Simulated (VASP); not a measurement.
Set up this calculation in VASP 6.6.1, as the native input.

* Task: relaxation of cell and atoms
* Functional: PBE
* Potentials or basis: VASP PAW PBE potentials, release 64 (W_sv)
* Cutoff: 520 eV
* k mesh: 18 × 18 × 18
* Occupations: gaussian, width 0.1 eV
* Spin: no spin polarisation
* Further INCAR settings: ALGO = Fast; EDIFF = 1e-07; IBRION = 2; EDIFFG = -0.002; NSW = 80; ISIF = 3

The structure of W lies in POSCAR:

```
W                                       
1.0
   -1.5926467586      1.5926467586      1.5926467586
    1.5926467586     -1.5926467586      1.5926467586
    1.5926467586      1.5926467586     -1.5926467586
  W             
     1
Direct
     0.0000000000000000    0.0000000000000000    0.0000000000000000
```

These files were run (other wordings do the same):

INCAR

```
SYSTEM = W
PREC     = Accurate       ! precision mode
ENCUT    = 520            ! plane-wave cutoff, eV
EDIFF    = 1E-7           ! SCF threshold, eV
ISMEAR   = 0              ! smearing method
SIGMA    = 0.1            ! smearing width, eV
LREAL    = .FALSE.        ! projectors in reciprocal space
LASPH    = .TRUE.         ! aspherical terms in the spheres
NELM     = 100            ! most SCF steps
ALGO     = Fast           ! electronic algorithm
ISIF     = 3              ! what is computed and relaxed
LWAVE    = .FALSE.        ! write WAVECAR
LCHARG   = .FALSE.        ! write CHGCAR
GGA      = PE             ! functional
IBRION   = 2              ! ionic algorithm
NSW      = 80             ! ionic steps
EDIFFG   = -0.002         ! ionic threshold
```

KPOINTS

```
Automatic mesh
0
G
  18 18 18
  0 0 0
```

Potentials or basis: VASP PAW PBE potentials, release 64 (W_sv).

Launch:

```console
$ cat potpaw_PBE.64/W_sv/POTCAR > POTCAR
$ mpirun -np 1 vasp_std > vasp.out
```

Results of the run:

```yaml
Pressure_after_relaxing: 0.0 GPa
Band_gap_on_the_k_mesh: none (metal or under the smearing width)
```

Caveat: the relaxation stopped at its first step, so nothing moved.

Wall time 14 s on 1 thread of Intel(R) Xeon(R) 6975P-C (Granite Rapids), on a shared host, peak memory 0.16 GiB.
